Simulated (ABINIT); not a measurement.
# TePb (Fm-3m) in ABINIT: single point with PBE

Aim: the single point of TePb with PBE.

Program: ABINIT 10.8.3 (patched build). These are calculated values, not measurements. Logs are shortened: lines on timing, memory, paths and dates and some standing lists are left out, and cuts for length are marked. The log counts tension as positive stress, the text compression.

**1. The crystal as given**

It takes space group Fm-3m (No. 225, cubic). Conventional cell: a = 6.462 Å, b = 6.462 Å, c = 6.462 Å, α = 90.00°, β = 90.00°, γ = 90.00°. Pb (site symmetry m-3m) has 6 Te at 3.23 Å as nearest neighbours. Te (site symmetry m-3m) is surrounded by 6 Pb at 3.23 Å.

**2. Single point, PBE, spin-orbit coupling, no magnetisation**

The input, run.abi:

```
# Pseudopotentials
pp_dirpath "./"
pseudos "Pb.upf, Te.upf"

# Structure
acell 8.6347709725 8.6347709725 8.6347709725
rprim
     0.0000000000     0.7071067812     0.7071067812
     0.7071067812     0.0000000000     0.7071067812
     0.7071067812     0.7071067812     0.0000000000
ntypat 2
znucl 82 52
natom 2
typat 1 2
xred
     0.0000000000     0.0000000000     0.0000000000
     0.5000000000     0.5000000000     0.5000000000

# Plane-wave basis
ecut 34.0

# k points
kptopt 1
ngkpt 5 5 5
nshiftk 1
shiftk 0.0 0.0 0.0

# Exchange and correlation
ixc 11

# Bands and occupations
nband 38
occopt 3
tsmear 0.00183747

# Spin
nspinor 2
nspden 1
so_psp 2*1

# SCF cycle
nstep 100
tolvrs 1.0e-10

# Output
iomode 3
prtwf 0
prtden 0
prteig 0
prtebands 0
enunit 2
prtvol 2
```

Potentials or basis: PseudoDojo NC FR PBE v0.4 standard.

On the command line:

```console
$ abinit run.abi > log 2>&1
```

run.abo:

```text
.Version 10.8.3 of ABINIT
 Symmetries : space group Fm -3 m (#225); Bravais cF (face-center cubic)
================================================================================
 Values of the parameters that define the memory need of the present run
     intxc =       0    ionmov =       0      iscf =       7    lmnmax =      16
     lnmax =      16     mgfft =      48  mpssoang =       5    mqgrid =    3001
     natom =       2  nloc_mem =       1    nspden =       1   nspinor =       2
    nsppol =       1      nsym =      48    n1xccc =    2501    ntypat =       2
    occopt =       3   xclevel =       2
       mpw =        4330          nfft =      110592          nkpt =          10
================================================================================
================================================================================

--------------------------------------------------------------------------------
------------- Echo of variables that govern the present computation ------------
--------------------------------------------------------------------------------
 -outvars: echo values of preprocessed input variables --------
            acell      8.6347709725E+00  8.6347709725E+00  8.6347709725E+00 Bohr
              amu      2.07200000E+02  1.27600000E+02
             ecut      3.40000000E+01 Hartree
           enunit           2
              ixc          11
         kptrlatt        5    0    0      0    5    0      0    0    5
          kptrlen      4.31738549E+01
            natom           2
            nband          38
            ngfft          48      48      48
             nkpt          10
          nspinor           2
            nstep         100
             nsym          48
           ntypat           2
           occopt           3
           prtden           0
        prtebands           0
           prteig           0
           prtvol           2
            prtwf           0
            rprim      0.0000000000E+00  7.0710678120E-01  7.0710678120E-01
                       7.0710678120E-01  0.0000000000E+00  7.0710678120E-01
                       7.0710678120E-01  7.0710678120E-01  0.0000000000E+00
          spgroup         225
           tolvrs      1.00000000E-10
           tsmear      1.83747000E-03 Hartree
            typat      1  2
           xangst      0.0000000000E+00  0.0000000000E+00  0.0000000000E+00
                       3.2309999979E+00  3.2309999979E+00  3.2309999979E+00
            xcart      0.0000000000E+00  0.0000000000E+00  0.0000000000E+00
                       6.1057051088E+00  6.1057051088E+00  6.1057051088E+00
             xred      0.0000000000E+00  0.0000000000E+00  0.0000000000E+00
                       5.0000000000E-01  5.0000000000E-01  5.0000000000E-01
            znucl       82.00000   52.00000

================================================================================

 chkinp: Checking input parameters for consistency.

================================================================================
== DATASET  1 ==================================================================

--- !DatasetInfo
iteration_state: {dtset: 1, }
dimensions: {natom: 2, nkpt: 10, mband: 38, nsppol: 1, nspinor: 2, nspden: 1, mpw: 4330, }
cutoff_energies: {ecut:  34.0, pawecutdg:  -1.0, }
electrons: {nelect:   3.00000000E+01, charge:   0.00000000E+00, occopt:   3.00000000E+00, tsmear:   1.83747000E-03, }
meta: {optdriver: 0, ionmov: 0, optcell: 0, iscf: 7, paral_kgb: 0, }
...

[... 171 lines left out ...]
 cartesian forces (eV/Angstrom) at end:
    1     -0.00000000000000    -0.00000000000000    -0.00000000000000
    2     -0.00000000000000    -0.00000000000000    -0.00000000000000
 frms,max,avg= 0.0000000E+00 0.0000000E+00   0.000E+00  0.000E+00  0.000E+00 e/A
 length scales=  8.634770972500  8.634770972500  8.634770972500 bohr
              =  4.569324016914  4.569324016914  4.569324016914 angstroms
 Fermi (or HOMO) energy (hartree) =   0.15828   Average Vxc (hartree)=  -0.35770
 Eigenvalues (hartree) for nkpt=  10  k points:
 kpt#   1, nband= 38, wtk=  0.00800, kpt=  0.0000  0.0000  0.0000 (reduced coord)
  -1.21039   -1.21039   -1.21039   -1.21039   -1.15659   -1.15659   -1.15659   -1.15659
  -1.15649   -1.15649   -0.51039   -0.51039   -0.51039   -0.51039   -0.41615   -0.41615
  -0.41615   -0.41615   -0.41591   -0.41591   -0.28828   -0.28828   -0.04980   -0.04980
   0.07432    0.07432    0.11564    0.11564    0.11564    0.11564    0.24882    0.24882
   0.32769    0.32769    0.32769    0.32769    0.36660    0.36667
      occupation numbers for kpt#   1
   1.00000    1.00000    1.00000    1.00000    1.00000    1.00000    1.00000    1.00000
   1.00000    1.00000    1.00000    1.00000    1.00000    1.00000    1.00000    1.00000
   1.00000    1.00000    1.00000    1.00000    1.00000    1.00000    1.00000    1.00000
   1.00000    1.00000    1.00000    1.00000    1.00000    1.00000    0.00000    0.00000
   0.00000    0.00000    0.00000    0.00000    0.00000    0.00000
 kpt#   2, nband= 38, wtk=  0.06400, kpt=  0.2000  0.0000  0.0000 (reduced coord)
  -1.21040   -1.21040   -1.21039   -1.21039   -1.15659   -1.15659   -1.15658   -1.15658
  -1.15649   -1.15649   -0.51043   -0.51043   -0.51033   -0.51033   -0.41637   -0.41637
  -0.41607   -0.41607   -0.41576   -0.41576   -0.27608   -0.27608   -0.08667   -0.08667
   0.08475    0.08475    0.11848    0.11848    0.12938    0.12938    0.21272    0.21272
[... 88 lines left out ...]
   1.00000    1.00000    1.00000    1.00000    1.00000    1.00000    1.00000    1.00000
   1.00000    1.00000    1.00000    1.00000    1.00000    1.00000    0.00000    0.00000
   0.00000    0.00000    0.00000    0.00000    0.00000    0.00000
 kpt#  10, nband= 38, wtk=  0.19200, kpt= -0.4000  0.4000  0.2000 (reduced coord)
  -1.21039   -1.21039   -1.21038   -1.21038   -1.15658   -1.15658   -1.15658   -1.15658
  -1.15648   -1.15648   -0.51050   -0.51050   -0.51028   -0.51028   -0.41720   -0.41720
  -0.41612   -0.41612   -0.41530   -0.41530   -0.22796   -0.22796   -0.13621   -0.13621
   0.02384    0.02384    0.02670    0.02670    0.12705    0.12705    0.21750    0.21750
   0.32607    0.32607    0.33057    0.33057    0.38088    0.38088
      occupation numbers for kpt#  10
   1.00000    1.00000    1.00000    1.00000    1.00000    1.00000    1.00000    1.00000
   1.00000    1.00000    1.00000    1.00000    1.00000    1.00000    1.00000    1.00000
   1.00000    1.00000    1.00000    1.00000    1.00000    1.00000    1.00000    1.00000
   1.00000    1.00000    1.00000    1.00000    1.00000    1.00000    0.00000    0.00000
   0.00000    0.00000    0.00000    0.00000    0.00000    0.00000
 Fermi (or HOMO) energy (eV) =   4.30696   Average Vxc (eV)=  -9.73339
 Eigenvalues (   eV  ) for nkpt=  10  k points:
 kpt#   1, nband= 38, wtk=  0.00800, kpt=  0.0000  0.0000  0.0000 (reduced coord)
 -32.93646  -32.93646  -32.93646  -32.93646  -31.47233  -31.47233  -31.47233  -31.47233
 -31.46978  -31.46978  -13.88853  -13.88853  -13.88853  -13.88853  -11.32406  -11.32406
 -11.32406  -11.32406  -11.31762  -11.31762   -7.84452   -7.84452   -1.35506   -1.35506
   2.02244    2.02244    3.14669    3.14669    3.14669    3.14669    6.77063    6.77063
   8.91682    8.91682    8.91682    8.91682    9.97567    9.97771
 kpt#   2, nband= 38, wtk=  0.06400, kpt=  0.2000  0.0000  0.0000 (reduced coord)
 -32.93654  -32.93654  -32.93644  -32.93644  -31.47242  -31.47242  -31.47228  -31.47228
 -31.46971  -31.46971  -13.88953  -13.88953  -13.88682  -13.88682  -11.33000  -11.33000
 -11.32175  -11.32175  -11.31342  -11.31342   -7.51248   -7.51248   -2.35829   -2.35829
   2.30615    2.30615    3.22397    3.22397    3.52052    3.52052    5.78849    5.78849
   7.27905    7.27905    7.55671    7.55671    9.96604    9.96604
 kpt#   3, nband= 38, wtk=  0.06400, kpt=  0.4000  0.0000  0.0000 (reduced coord)
 -32.93643  -32.93643  -32.93620  -32.93620  -31.47241  -31.47241  -31.47194  -31.47194
 -31.46943  -31.46943  -13.89119  -13.89119  -13.88413  -13.88413  -11.33988  -11.33988
 -11.31796  -11.31796  -11.30655  -11.30655   -6.69305   -6.69305   -3.97008   -3.97008
   2.76594    2.76594    3.44280    3.44280    4.04900    4.04900    4.50213    4.50213
[... 28 lines left out ...]
 -11.32281  -11.32281  -11.29523  -11.29523   -6.40644   -6.40644   -3.01583   -3.01583
   0.25798    0.25798    1.06165    1.06165    1.78478    1.78478    7.62398    7.62398
   8.44631    8.44631    9.87260    9.87260   10.06725   10.06725
 kpt#   9, nband= 38, wtk=  0.09600, kpt= -0.4000  0.4000  0.0000 (reduced coord)
 -32.93633  -32.93633  -32.93622  -32.93622  -31.47223  -31.47223  -31.47209  -31.47209
 -31.46931  -31.46931  -13.89259  -13.89259  -13.88484  -13.88484  -11.36017  -11.36017
 -11.32328  -11.32328  -11.29668  -11.29668   -6.11396   -6.11396   -3.50934   -3.50934
  -0.14698   -0.14698    1.37461    1.37461    2.06830    2.06830    7.59069    7.59069
   8.35434    8.35434    9.25777    9.25777   10.35264   10.35264
 kpt#  10, nband= 38, wtk=  0.19200, kpt= -0.4000  0.4000  0.2000 (reduced coord)
 -32.93633  -32.93633  -32.93622  -32.93622  -31.47223  -31.47223  -31.47209  -31.47209
 -31.46933  -31.46933  -13.89134  -13.89134  -13.88549  -13.88549  -11.35264  -11.35264
 -11.32324  -11.32324  -11.30082  -11.30082   -6.20299   -6.20299   -3.70647   -3.70647
   0.64869    0.64869    0.72645    0.72645    3.45721    3.45721    5.91841    5.91841
   8.87294    8.87294    8.99537    8.99537   10.36435   10.36435
 Total charge density [el/Bohr^3]
)     Maximum=    1.5832E+00  at reduced coord.    0.4792    0.5208    0.5833
)Next maximum=    1.5832E+00  at reduced coord.    0.4167    0.5208    0.5833
)     Minimum=    8.9544E-05  at reduced coord.    0.5000    0.5000    0.5000
)Next minimum=    1.5619E-03  at reduced coord.    0.0000    0.0000    0.0000
   Integrated=    3.0000E+01

--- !EnergyTerms
iteration_state     : {dtset: 1, }
comment             : Components of total free energy in Hartree
kinetic             :  9.13647082665431E+01
hartree             :  4.09042828541707E+01
xc                  : -4.44873925195317E+01
Ewald energy        : -1.04842845514921E+02
psp_core            :  5.35303212421806E+00
local_psp           : -1.19647001741448E+02
non_local_psp       : -4.37163666547731E+01
internal            : -1.75071583185742E+02
'-kT*entropy'       : -4.98921584799396E-05
total_energy        : -1.75071633077900E+02
total_energy_eV     : -4.76394182839740E+03
band_energy         : -1.65862558847756E+01
...

 Cartesian components of stress tensor (hartree/bohr^3)
  sigma(1 1)= -5.79374224E-05  sigma(3 2)=  0.00000000E+00
  sigma(2 2)= -5.79374224E-05  sigma(3 1)=  0.00000000E+00
  sigma(3 3)= -5.79374224E-05  sigma(2 1)=  0.00000000E+00

-Cartesian components of stress tensor (GPa)         [Pressure=  1.7046E+00 GPa]
- sigma(1 1)= -1.70457782E+00  sigma(3 2)=  0.00000000E+00
- sigma(2 2)= -1.70457782E+00  sigma(3 1)=  0.00000000E+00
- sigma(3 3)= -1.70457782E+00  sigma(2 1)=  0.00000000E+00

== END DATASET(S) ==============================================================
================================================================================

 -outvars: echo values of variables after computation  --------
            acell      8.6347709725E+00  8.6347709725E+00  8.6347709725E+00 Bohr
           etotal     -1.7507163308E+02
            fcart     -0.0000000000E+00 -0.0000000000E+00 -0.0000000000E+00
                      -0.0000000000E+00 -0.0000000000E+00 -0.0000000000E+00
            rprim      0.0000000000E+00  7.0710678120E-01  7.0710678120E-01
                       7.0710678120E-01  0.0000000000E+00  7.0710678120E-01
                       7.0710678120E-01  7.0710678120E-01  0.0000000000E+00
           strten     -5.7937422431E-05 -5.7937422431E-05 -5.7937422431E-05
                       0.0000000000E+00  0.0000000000E+00  0.0000000000E+00
           xangst      0.0000000000E+00  0.0000000000E+00  0.0000000000E+00
                       3.2309999979E+00  3.2309999979E+00  3.2309999979E+00
             xred      0.0000000000E+00  0.0000000000E+00  0.0000000000E+00
                       5.0000000000E-01  5.0000000000E-01  5.0000000000E-01
 Calculation completed.
```

It took 2.5 min on 1 thread of Arm Neoverse V2, shared host; peak memory 0.13 GiB.

What came out:

| Quantity | Value |
| --- | --- |
| Free energy | -4763.9418 eV |
| Pressure | 1.7 GPa |
| Valence electrons inside the program's atomic spheres | Pb 10.06; Te 11.95 |

Caveat: the cutoff is short for stress, so the pressure is rough; this odd mesh misses L, where the gap lies, so gap, dielectric constants and Born charges aren't listed.
